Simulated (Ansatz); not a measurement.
Sb:

```
Sb
1.0
     3.16000    0.00000    0.00000
     0.00000    3.16000    0.00000
     0.00000    0.00000    3.16000
Sb
1
Cartesian
  0.0000 0.0000 0.0000
```

This isn't the form of Sb at room conditions, which is rhombohedral.

```yaml
Program: Ansatz 0.2.0
Task: relaxation of cell and atoms
Functional: revPBE
Dispersion: D3(BJ)
Potentials_or_basis: Ansatz PAW
Cutoff: "420 eV (not typed: the program's choice for these potentials)"
k_mesh: 8 × 8 × 8
Occupations: fermi-dirac, width 0.05 eV
Spin: no spin polarisation
```

At the start: volume 31.55 Å³/atom.

Q: How do energy, volume and symmetry change on relaxing?

A: It ends after 5 steps and the volume is 28.23 Å³/atom (-10.5 %); space group Pm-3m (No. 221, to 0.05 Å).

Step by step:
| step | energy change (eV) | largest force (eV/Å) | volume (Å³) |
| --- | --- | --- | --- |
| 1 | 0.0000 | 0.0000 | 31.55 |
| 2 | -0.0597 | 0.0000 | 27.16 |
| 3 | -0.0681 | 0.0000 | 28.42 |
| 4 | -0.0684 | 0.0000 | 28.23 |
| 5 | -0.0676 | 0.0000 | 28.23 |

Final structure:
```
Sb
1.0
     3.04499    0.00000    0.00000
     0.00000    3.04499    0.00000
     0.00000    0.00000    3.04499
Sb
1
Direct
  0.00000 0.00000 0.00000
```

Caveat: the plane-wave basis is chosen anew once the cell has moved, so the energies of steps on either side of that aren't comparable; the volume moved by -11 % from the deposited cell, more than functionals usually miss; pairwise dispersion overbinds metals, which lowers pressure and volume; the PAW data sets come from PBE, with cores solved anew for the run's functional, which leaves a small shift of forces and pressure.
